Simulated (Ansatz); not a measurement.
# MgO (Fm-3m): the host for defect calculations, part 2 of 2

Aim: the runs on the perfect crystal MgO (Fm-3m) that a defect calculation needs first.

Ansatz 0.2.0; plane-wave PAW DFT, PBEsol; relaxation of the host's cell and atoms; PAW set soft_1 (the session's first sound run).

So far. Step 3 (Dielectric tensors of the host): The electronic dielectric tensor is isotropic, 3.24. The static dielectric tensor is isotropic, 10.37. The relaxed cell has a = 4.215 Å (conventional setting).

### Step 4. Host on a dense mesh

This step: plane-wave PAW DFT, PBEsol; single point of the defect-free host, a test of the k-point sampling; PAW set soft_1 (Ansatz 0.2.0).

dense/input.yaml reads:

```yaml
crystal:
  lattice:
    - [0.0, 2.1074328536, 2.1074328536]
    - [2.1074328536, 0.0, 2.1074328536]
    - [2.1074328536, 2.1074328536, 0.0]
  atoms:
    - { symbol: Mg, position: [0.0, 0.0, 0.0] }
    - { symbol: O, position: [0.5, 0.5, 0.5] }
basis:
  ecutwfc: 420
  xc_grid: 2
hamiltonian:
  xc: pbesol
  pseudopotentials: { kind: paw, azcp: { folder: soft_1 }, xc_functional: pbe }
kpoints:
  mp_grid: { grid: [11, 11, 11] }
scf:
  occupations: { method: fermi_dirac, width: 0.01 }
  max_iter: 100
  lower_state_search: "off"
checkpoint:
  write: "../dense.run"
  compress: false
  write_wavefunctions: false
  write_every: 100000
```

Command:

```console
$ ansatz run input.yaml --threads 32 --pin off --max-ram 84787MiB --backend cuda --events-out ev --progress --plain --runs-dir out --max-vram 78GiB
```

Numbers of over 12 decimals in the logs are rounded to 6 here.

Log:

```text
[...]
GPU FFT provider: cuFFT
GPU libraries: cuBLAS 13.8.1, cuFFT 12.4.0, cuSOLVER 12.3.2
[...]
Crystal: 2 atoms, lattice volume = 18.719 Å³
Basis set: ecut = 420 eV, 339 PW (Γ), exchange–correlation on 40×40×40 points (8 copies of the dense FFT grid, shifted against one another)
Bands: 12, of which v1, the nominal top of the filled ones, is band 8 counted from 1 (7 counted from 0)
Symmetry: 48 space group operations
[...]
k-points: 56 of 1331
[...]
GPU buffer pool allocated for 8000 grid points (all kernels)
[...]
SCF iter   1: F=—  HF=-2475.877477 eV  |Δ(HF+E_count)|=         —  Δρ=7.12e-2  dr2=4.74e-1  Hψ=4094
[...]
SCF iter   6: F=-2475.874168 eV  HF=-2475.874168 eV  |Δ(HF+E_count)|=   1.50e-7  Δρ=4.22e-6  dr2=9.94e-10  Hψ=1493
SCF 1 converged in 6 iterations: F = -2475.874168 eV  dr2 = 9.94e-10
[...]
SCF converged after 6 iterations
Free energy (F): -2475.874168 eV
[...]
Internal energy: -2475.874168 eV  (E = F + TS)
E sigma→0 (E₀):  -2475.874168 eV
Fermi energy:    10.225765 eV
[...]
```

Wall time 0.89 s (1 × NVIDIA GB200 with 32 threads of Arm Neoverse V2, shared host); peak memory 0.93 GiB; 1.9 s of CPU time.

### Step 5. Defect free supercell at the zone centre

The supercell is run at the zone centre, to see how far that sampling misses the dense mesh.

System of this step: MgO (Fm-3m). The cell holds 128 atoms: 64 Mg and 64 O. Its edges and angles: a = 11.921 Å, b = 11.921 Å, c = 11.921 Å, α = 60.0°, β = 60.0°, γ = 60.0°.

pristine.sampling_gamma/input.yaml reads:

```yaml
crystal:
  lattice:
    - [0.0, 8.4297314145, 8.4297314145]
    - [8.4297314145, 0.0, 8.4297314145]
    - [8.4297314145, 8.4297314145, 0.0]
  atoms:
    - { symbol: Mg, position: [0.0, 0.0, 0.0] }
    - { symbol: O, position: [0.125, 0.125, 0.125] }
    - { symbol: Mg, position: [0.0, 0.0, 0.25] }
    - { symbol: O, position: [0.125, 0.125, 0.375] }
    - { symbol: Mg, position: [0.0, 0.0, 0.5] }
    - { symbol: O, position: [0.125, 0.125, 0.625] }
    - { symbol: Mg, position: [0.0, 0.0, 0.75] }
    - { symbol: O, position: [0.125, 0.125, 0.875] }
    - { symbol: Mg, position: [0.0, 0.25, 0.0] }
    - { symbol: O, position: [0.125, 0.375, 0.125] }
    - { symbol: Mg, position: [0.0, 0.25, 0.25] }
    - { symbol: O, position: [0.125, 0.375, 0.375] }
    - { symbol: Mg, position: [0.0, 0.25, 0.5] }
    - { symbol: O, position: [0.125, 0.375, 0.625] }
    - { symbol: Mg, position: [0.0, 0.25, 0.75] }
    - { symbol: O, position: [0.125, 0.375, 0.875] }
    - { symbol: Mg, position: [0.0, 0.5, 0.0] }
    - { symbol: O, position: [0.125, 0.625, 0.125] }
    - { symbol: Mg, position: [0.0, 0.5, 0.25] }
    - { symbol: O, position: [0.125, 0.625, 0.375] }
    - { symbol: Mg, position: [0.0, 0.5, 0.5] }
    - { symbol: O, position: [0.125, 0.625, 0.625] }
    - { symbol: Mg, position: [0.0, 0.5, 0.75] }
    - { symbol: O, position: [0.125, 0.625, 0.875] }
    - { symbol: Mg, position: [0.0, 0.75, 0.0] }
    - { symbol: O, position: [0.125, 0.875, 0.125] }
    - { symbol: Mg, position: [0.0, 0.75, 0.25] }
    - { symbol: O, position: [0.125, 0.875, 0.375] }
    - { symbol: Mg, position: [0.0, 0.75, 0.5] }
    - { symbol: O, position: [0.125, 0.875, 0.625] }
[... 92 atom lines left out ...]
    - { symbol: Mg, position: [0.75, 0.75, 0.25] }
    - { symbol: O, position: [0.875, 0.875, 0.375] }
    - { symbol: Mg, position: [0.75, 0.75, 0.5] }
    - { symbol: O, position: [0.875, 0.875, 0.625] }
    - { symbol: Mg, position: [0.75, 0.75, 0.75] }
    - { symbol: O, position: [0.875, 0.875, 0.875] }
basis:
  ecutwfc: 420
  xc_grid: 2
hamiltonian:
  xc: pbesol
  pseudopotentials: { kind: paw, azcp: { folder: soft_1 }, xc_functional: pbe }
kpoints:
  mp_grid: { grid: [1, 1, 1] }
scf:
  occupations: { method: fermi_dirac, width: 0.01 }
  max_iter: 100
  lower_state_search: "off"
checkpoint:
  write: "../pristine.sampling_gamma.run"
  compress: false
  write_wavefunctions: false
  write_every: 100000
```

Log:

```text
[...]
GPU FFT provider: cuFFT
GPU libraries: cuBLAS 13.8.1, cuFFT 12.4.0, cuSOLVER 12.3.2
[...]
Crystal: 128 atoms, lattice volume = 1198.040 Å³
Basis set: ecut = 420 eV, 23409 PW (Γ), exchange–correlation on 160×160×160 points (8 copies of the dense FFT grid, shifted against one another)
Bands: 640, of which v1, the nominal top of the filled ones, is band 512 counted from 1 (511 counted from 0)
Symmetry: 3072 space group operations
[...]
k-points: 1
[...]
GPU buffer pool allocated for 512000 grid points (all kernels)
[...]
SCF iter   1: F=—  HF=-158455.285801 eV  |Δ(HF+E_count)|=         —  Δρ=7.12e-2  dr2=3.04e1  Hψ=2680
[...]
SCF iter   4: F=—  HF=-158455.079689 eV  |Δ(HF+E_count)|=   1.14e-1  Δρ=9.31e-4  dr2=6.57e-3  Hψ=1042
automatic band count: iteration 4 solves 593 bands in place of 640: the levels show a gap, and the empty bands left out lie too high to hold charge; the band table lists the bands solved (type scf.n_extra_bands for more)
SCF iter   5: F=—  HF=-158455.086293 eV  |Δ(HF+E_count)|=   6.60e-3  Δρ=1.63e-4  dr2=1.60e-4  Hψ=722
[...]
SCF iter   8: F=-158455.085677 eV  HF=-158455.085677 eV  |Δ(HF+E_count)|=   1.74e-7  Δρ=5.18e-7  dr2=1.96e-9  Hψ=1128
SCF 1 converged in 8 iterations: F = -158455.085677 eV  dr2 = 1.96e-9
[...]
SCF converged after 8 iterations
Free energy (F): -158455.085677 eV
[...]
Internal energy: -158455.085677 eV  (E = F + TS)
E sigma→0 (E₀):  -158455.085677 eV
Fermi energy:    10.237000 eV
[...]
```

The job ended after 1.5 s (1 × NVIDIA GB200 with 32 threads; peak memory 1.2 GiB).

### Step 6. What came out

* primitive cell vectors, lengths: 2.980, 2.980, 2.980 Å
* electronic dielectric constant: 3.24
* static dielectric constant: 10.37
* gap on the k-mesh of the response run (PBEsol): 4.62 eV
* energy an atom at the zone centre alone less that on the dense mesh: 0.007 eV

Step 2: The cell grew by 1.5 % in volume. The k-mesh can miss the band edges, so this gap is an upper bound at this level. All at zero temperature.

Computed beside measured:

```
               quantity  measured          PBEsol
 lattice constant a (Å)   4.21322  4.215 (+0.0 %)
ε∞ (mean of the tensor)      2.95  3.24 (+10.0 %)
```

Measured values from pmc:11084758 (2024) and arxiv:0704.2267 (2007).

Verdict: The lattice constant a matches within 0.05 %: good agreement. The ε∞ is off by +10.0 %: fair agreement. The grades are ours: good and fair within 0.7 and 1.5 % for the lattice constant a and 7 and 18 % for the ε∞. Zero-point motion and thermal expansion are not in the computed lattice constants.

[Logs are printed without paths, hosts, clocks, repeated set-up lines and the standing remarks that a program may print on its own settings, such as how far it seeks lower states.]

[Hosts, paths, dates, database ids (printed as entryN), source tags and the programs' standing remarks are cut or masked in the printed files.]

[Runs of the host that timed out are not shown.]

[For some hosts the program warned that the k-mesh of the response run may be too coarse for force constants and the static dielectric constant; such warnings are not always shown.]
